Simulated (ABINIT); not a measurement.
# InP (F-43m) in ABINIT: a series of runs

Aim: see how the results for InP move with the level of theory and the settings. Levels: BP86, AM05, LDA-PZ. Tasks: band structure, equation of state.

All numbers are computed with ABINIT 10.8.3 (patched build); they aren't measurements. Logs are shortened: lines on timing, memory, paths and dates and some standing lists are left out, and cuts for length are marked. The log counts tension as positive stress, the text compression.

**Experimental background.**

A printed reference work, data compilation reports, for a bulk crystal of InP: band gap 1.4236 eV (direct) at 1.6 K; bulk modulus 71 GPa.

How close the calculation comes is told below.

### Step 1. Starting point

It takes space group F-43m (No. 216, cubic). The conventional cell has a = 5.861 Å, b = 5.861 Å, c = 5.861 Å, α = 90.00°, β = 90.00°, γ = 90.00°. In (site symmetry -43m) has 4 P at 2.54 Å as nearest neighbours. Around P (site symmetry -43m) lie 4 In at 2.54 Å.

### Step 2. Band structure, BP86

run.abi

```
ndtset 2

pp_dirpath "./"
pseudos "In.GGA_PBE-JTH_sp.xml, P.GGA_PBE-JTH.xml"

acell 3*1.0
rprim
     0.0000000000     5.5378424082     5.5378424082
     5.5378424082     0.0000000000     5.5378424082
     5.5378424082     5.5378424082     0.0000000000
ntypat 2
znucl 49 15
natom 2
typat 1 2
xred
     0.0000000000     0.0000000000     0.0000000000
     0.7500000000     0.7500000000     0.7500000000

ecut 20.0
pawecutdg 40.0

ixc -106132

occopt 3
tsmear 0.00183747

nstep 100

iomode 3
prtwf 0
prteig 0
prtebands 0
prtden1 1

kptopt1 1
ngkpt1 8 8 8
nshiftk1 1
shiftk1 0.0 0.0 0.0
nband1 8
tolvrs1 1.0e-9

iscf2 -2
getden2 1
nband2 12
nbdbuf2 2
tolwfr2 1.0e-12
kptopt2 -9
ndivsm2 8
prteig2 1
kptbounds2
     0.0000000000     0.0000000000     0.0000000000
     0.5000000000     0.0000000000     0.5000000000
     0.5000000000     0.2500000000     0.7500000000
     0.3750000000     0.3750000000     0.7500000000
     0.0000000000     0.0000000000     0.0000000000
     0.5000000000     0.5000000000     0.5000000000
     0.6250000000     0.2500000000     0.6250000000
     0.5000000000     0.2500000000     0.7500000000
     0.5000000000     0.5000000000     0.5000000000
     0.3750000000     0.3750000000     0.7500000000
```

Potentials or basis: JTH PAW PBE v2.0 sp.

The run is started by

```sh
$ abinit run.abi > log 2>&1
```

run.abo:

```text
.Version 10.8.3 of ABINIT
 DATASET    1 : space group F-4 3 m (#216); Bravais cF (face-center cubic)
================================================================================
 Values of the parameters that define the memory need for DATASET  1.
     intxc =       0    ionmov =       0      iscf =      17    lmnmax =      13
     lnmax =       5     mgfft =      32  mpssoang =       3    mqgrid =    3001
     natom =       2  nloc_mem =       2    nspden =       1   nspinor =       1
    nsppol =       1      nsym =      24    n1xccc =       1    ntypat =       2
    occopt =       3   xclevel =       2
       mpw =        1475          nfft =       32768          nkpt =          29
 PAW method is used; the additional fine FFT grid is defined by:
   mgfftf=        48    nfftf =    110592
================================================================================
================================================================================

 DATASET    2 : space group F-4 3 m (#216); Bravais cF (face-center cubic)
================================================================================
 Values of the parameters that define the memory need for DATASET  2.
     intxc =       0    ionmov =       0      iscf =      -2    lmnmax =      13
     lnmax =       5     mgfft =      32  mpssoang =       3    mqgrid =    3001
     natom =       2  nloc_mem =       2    nspden =       1   nspinor =       1
    nsppol =       1      nsym =      24    n1xccc =       1    ntypat =       2
    occopt =       3   xclevel =       2
       mpw =        1472          nfft =       32768          nkpt =         139
 PAW method is used; the additional fine FFT grid is defined by:
   mgfftf=        48    nfftf =    110592
================================================================================
================================================================================

--------------------------------------------------------------------------------
------------- Echo of variables that govern the present computation ------------
--------------------------------------------------------------------------------
 -outvars: echo values of preprocessed input variables --------
            acell      1.0000000000E+00  1.0000000000E+00  1.0000000000E+00 Bohr
              amu      1.14820000E+02  3.09737620E+01
             ecut      2.00000000E+01 Hartree
           getden1          0
           getden2          1
             iscf1         17
             iscf2         -2
                       outvar_i_n : Printing only first  50 k-points.
              ixc     -106132
           jdtset        1    2
                       outvar_i_n : Printing only first  50 k-points.
           kptopt1          1
           kptopt2         -9
         kptrlatt        8    0    0      0    8    0      0    0    8
          kptrlen1     6.26535347E+01
          kptrlen2     3.00000000E+01
            natom           2
            nband1          8
            nband2         12
           nbdbuf1          0
           nbdbuf2          2
           ndtset           2
           ndivsm1          0
           ndivsm2          8
            ngfft          32      32      32
          ngfftdg          48      48      48
             nkpt1         29
             nkpt2        139
            nstep         100
             nsym          24
           ntypat           2
           occopt           3
        pawecutdg      4.00000000E+01 Hartree
         pawxcdev           0
        prtebands           0
           prteig1          0
           prteig2          1
            prtwf           0
            rprim      0.0000000000E+00  5.5378424082E+00  5.5378424082E+00
                       5.5378424082E+00  0.0000000000E+00  5.5378424082E+00
                       5.5378424082E+00  5.5378424082E+00  0.0000000000E+00
           shiftk1     0.00000000E+00  0.00000000E+00  0.00000000E+00
           shiftk2     5.00000000E-01  5.00000000E-01  5.00000000E-01
          spgroup         216
           tolvrs1     1.00000000E-09
           tolvrs2     0.00000000E+00
           tolwfr1     0.00000000E+00
           tolwfr2     1.00000000E-12
[... 239 lines left out ...]
         ecut(hartree)=     40.000   => boxcut(ratio)=   2.15273
--------------------------------------------------------------------------------

================================================================================
 Non-SCF case, kpt    1 (  0.00000  0.00000  0.00000), residuals and eigenvalues=
  3.52E-13  3.02E-13  4.95E-13  1.52E-13  3.69E-13  9.73E-13  2.33E-13  4.65E-13
  7.10E-13  5.07E-13  2.97E-13  1.17E-13
 -3.5499E-01  6.8590E-02  6.8590E-02  6.8590E-02  9.5196E-02  2.1987E-01
  2.1987E-01  2.1987E-01  3.8593E-01  4.0970E-01  4.0970E-01  4.8077E-01
 Non-SCF case, kpt    2 (  0.02174  0.00000  0.02174), residuals and eigenvalues=
  6.03E-13  2.28E-13  3.44E-13  1.69E-13  2.31E-13  3.17E-13  4.14E-13  8.49E-13
  2.29E-13  3.58E-13  4.52E-13  4.35E-06
 -3.5475E-01  6.3818E-02  6.7886E-02  6.7886E-02  9.9927E-02  2.1896E-01
  2.2082E-01  2.2082E-01  3.8744E-01  4.0672E-01  4.0990E-01  4.8213E-01
 Non-SCF case, kpt    3 (  0.04348  0.00000  0.04348), residuals and eigenvalues=
[... 670 lines left out ...]
  3.19E-13  3.53E-13  6.06E-13  3.68E-13  1.74E-13  4.33E-13  3.12E-13  2.17E-13
  3.99E-13  5.28E-13  6.28E-07  4.87E-05
 -2.7990E-01 -1.3551E-01 -5.3313E-02  2.0547E-03  1.6082E-01  2.4603E-01
  3.3105E-01  3.3198E-01  3.7341E-01  4.2411E-01  5.4632E-01  5.7411E-01
 Non-SCF case, kpt  138 (  0.38393  0.38393  0.73214), residuals and eigenvalues=
  2.16E-13  6.43E-13  2.80E-13  7.39E-13  3.84E-13  7.12E-13  4.50E-13  9.22E-13
  7.40E-13  2.31E-13  2.59E-06  1.33E-05
 -2.7838E-01 -1.3657E-01 -5.3953E-02 -3.9933E-04  1.5840E-01  2.3969E-01
  3.4045E-01  3.4111E-01  3.6969E-01  4.2606E-01  5.4885E-01  5.8681E-01
 Non-SCF case, kpt  139 (  0.37500  0.37500  0.75000), residuals and eigenvalues=
  6.91E-13  9.53E-13  7.17E-13  8.42E-13  2.96E-13  7.25E-13  1.72E-13  2.06E-13
  3.41E-13  6.43E-13  2.56E-07  7.79E-05
 -2.7744E-01 -1.3754E-01 -5.2922E-02 -2.4816E-03  1.5630E-01  2.3211E-01
  3.4734E-01  3.4795E-01  3.7125E-01  4.3027E-01  5.4583E-01  5.8130E-01

--- !ResultsGS
iteration_state: {dtset: 2, }
comment   : Summary of ground state results
lattice_vectors:
- [  0.0000000,   5.5378424,   5.5378424, ]
- [  5.5378424,   0.0000000,   5.5378424, ]
- [  5.5378424,   5.5378424,   0.0000000, ]
lattice_lengths: [   7.83169,    7.83169,    7.83169, ]
lattice_angles: [ 60.000,  60.000,  60.000, ] # degrees, (23, 13, 12)
lattice_volume:   3.3966576E+02
convergence: {deltae:  0.000E+00, res2:  0.000E+00, residm:  9.992E-13, diffor:  0.000E+00, }
etotal    :  -8.75970460E+00
entropy   :   0.00000000E+00
fermie    :   8.30413116E-02
cartesian_stress_tensor: null
pressure_GPa: null
xred      :
- [  0.0000E+00,   0.0000E+00,   0.0000E+00, In]
- [  7.5000E-01,   7.5000E-01,   7.5000E-01,  P]
cartesian_forces: null
force_length_stats: {min: null, max: null, mean: null, }
...

 Integrated electronic density in atomic spheres:
 ------------------------------------------------
 Atom  Sphere_radius  Integrated_density
    1        2.90115          2.39831169
    2        1.60765          1.59741633

================================================================================

 ----iterations are completed or convergence reached----

 Mean square residual over all n,k,spin=   49.514E-14; max=  99.924E-14
 reduced coordinates (array xred) for    2 atoms
       0.000000000000      0.000000000000      0.000000000000
       0.750000000000      0.750000000000      0.750000000000

 cartesian coordinates (angstrom) at end:
    1      0.00000000000000     0.00000000000000     0.00000000000000
    2      4.39574999700532     4.39574999700532     4.39574999700532
 length scales=  1.000000000000  1.000000000000  1.000000000000 bohr
              =  0.529177210544  0.529177210544  0.529177210544 angstroms
 Eigenvalues (hartree) for nkpt= 139  k points:
 kpt#   1, nband= 12, wtk=  1.00000, kpt=  0.0000  0.0000  0.0000 (reduced coord)
  -0.35499    0.06859    0.06859    0.06859    0.09520    0.21987    0.21987    0.21987
   0.38593    0.40970    0.40970    0.48077
 kpt#   2, nband= 12, wtk=  1.00000, kpt=  0.0217  0.0000  0.0217 (reduced coord)
  -0.35475    0.06382    0.06789    0.06789    0.09993    0.21896    0.22082    0.22082
   0.38744    0.40672    0.40990    0.48213
 kpt#   3, nband= 12, wtk=  1.00000, kpt=  0.0435  0.0000  0.0435 (reduced coord)
  -0.35405    0.05404    0.06584    0.06584    0.10956    0.21634    0.22361    0.22361
   0.39167    0.39907    0.41047    0.48290
 kpt#   4, nband= 12, wtk=  1.00000, kpt=  0.0652  0.0000  0.0652 (reduced coord)
  -0.35288    0.04288    0.06260    0.06260    0.12044    0.21229    0.22809    0.22809
   0.38764    0.39947    0.41142    0.48554
 kpt#   5, nband= 12, wtk=  1.00000, kpt=  0.0870  0.0000  0.0870 (reduced coord)
  -0.35126    0.03126    0.05840    0.05840    0.13152    0.20716    0.23402    0.23402
   0.37579    0.40876    0.41275    0.48922
 kpt#   6, nband= 12, wtk=  1.00000, kpt=  0.1087  0.0000  0.1087 (reduced coord)
  -0.34918    0.01949    0.05348    0.05348    0.14238    0.20133    0.24117    0.24117
[... 386 lines left out ...]
  -0.28407   -0.13440   -0.04641    0.00789    0.16598    0.25034    0.31230    0.31786
   0.38544    0.42544    0.52289    0.55090
 kpt# 136, nband= 12, wtk=  1.00000, kpt=  0.4018  0.4018  0.6964 (reduced coord)
  -0.28185   -0.13471   -0.05081    0.00484    0.16343    0.25000    0.32242    0.32250
   0.37899    0.42404    0.53721    0.56087
 kpt# 137, nband= 12, wtk=  1.00000, kpt=  0.3929  0.3929  0.7143 (reduced coord)
  -0.27990   -0.13551   -0.05331    0.00205    0.16082    0.24603    0.33105    0.33198
   0.37341    0.42411    0.54632    0.57411
 kpt# 138, nband= 12, wtk=  1.00000, kpt=  0.3839  0.3839  0.7321 (reduced coord)
  -0.27838   -0.13657   -0.05395   -0.00040    0.15840    0.23969    0.34045    0.34111
   0.36969    0.42606    0.54885    0.58681
 kpt# 139, nband= 12, wtk=  1.00000, kpt=  0.3750  0.3750  0.7500 (reduced coord)
  -0.27744   -0.13754   -0.05292   -0.00248    0.15630    0.23211    0.34734    0.34795
   0.37125    0.43027    0.54583    0.58130

== END DATASET(S) ==============================================================
================================================================================

 -outvars: echo values of variables after computation  --------
            acell      1.0000000000E+00  1.0000000000E+00  1.0000000000E+00 Bohr
           etotal1    -8.7597046013E+00
            fcart1     2.1272405357E-29 -3.7986438138E-30 -1.5194575255E-29
                      -2.1272405357E-29  3.7986438138E-30  1.5194575255E-29
            rprim      0.0000000000E+00  5.5378424082E+00  5.5378424082E+00
                       5.5378424082E+00  0.0000000000E+00  5.5378424082E+00
                       5.5378424082E+00  5.5378424082E+00  0.0000000000E+00
           strten1    -2.0739778253E-04 -2.0739778253E-04 -2.0739778253E-04
                       0.0000000000E+00  0.0000000000E+00  0.0000000000E+00
           xangst      0.0000000000E+00  0.0000000000E+00  0.0000000000E+00
                       4.3957499970E+00  4.3957499970E+00  4.3957499970E+00
             xred      0.0000000000E+00  0.0000000000E+00  0.0000000000E+00
                       7.5000000000E-01  7.5000000000E-01  7.5000000000E-01
 Calculation completed.
```

Wall time 44 s (1 thread of Intel Xeon Platinum 8375C at 2.90GHz (Ice Lake), shared host); peak memory 0.15 GiB.

Results:

| Quantity | Value |
| --- | --- |
| Free energy | -238.3637 eV |
| Band gap on the k mesh | 0.72 eV, direct |
| Valence electrons inside the program's atomic spheres | In 2.40; P 1.60 |

Levels at the corners of the path, in eV from the valence-band top:
| point | band 1 | band 2 | band 3 | band 4 | band 5 | band 6 | band 7 | band 8 |
| --- | --- | --- | --- | --- | --- | --- | --- | --- |
| Γ | -11.53 | 0.00 | 0.00 | 0.00 | 0.72 | 4.12 | 4.12 | 4.12 |
| X | -9.39 | -5.77 | -2.31 | -2.31 | 1.79 | 2.29 | 9.31 | 9.58 |
| W | -9.34 | -5.60 | -2.98 | -2.89 | 4.36 | 4.43 | 5.61 | 6.26 |
| K | -9.42 | -5.61 | -3.31 | -1.93 | 2.39 | 4.45 | 7.59 | 7.60 |
| Γ | -11.53 | 0.00 | 0.00 | 0.00 | 0.72 | 4.12 | 4.12 | 4.12 |
| L | -10.01 | -5.73 | -0.97 | -0.97 | 1.51 | 4.84 | 4.84 | 7.20 |
| U | -9.42 | -5.61 | -3.31 | -1.93 | 2.39 | 4.45 | 7.59 | 7.60 |
| W | -9.34 | -5.60 | -2.98 | -2.89 | 4.36 | 4.43 | 5.61 | 6.26 |
| L | -10.01 | -5.73 | -0.97 | -0.97 | 1.51 | 4.84 | 4.84 | 7.20 |
| K | -9.42 | -5.61 | -3.31 | -1.93 | 2.39 | 4.45 | 7.59 | 7.60 |

Caveat: the cutoff is too short for stress, so the log's stress isn't used; the PAW data sets were made with another functional, which shifts forces and pressure a little; spin-orbit coupling is left out, which moves the levels of the heavy elements; this set keeps more shells in the core, which shifts pressures and gaps.

[end of part 1 of 2]
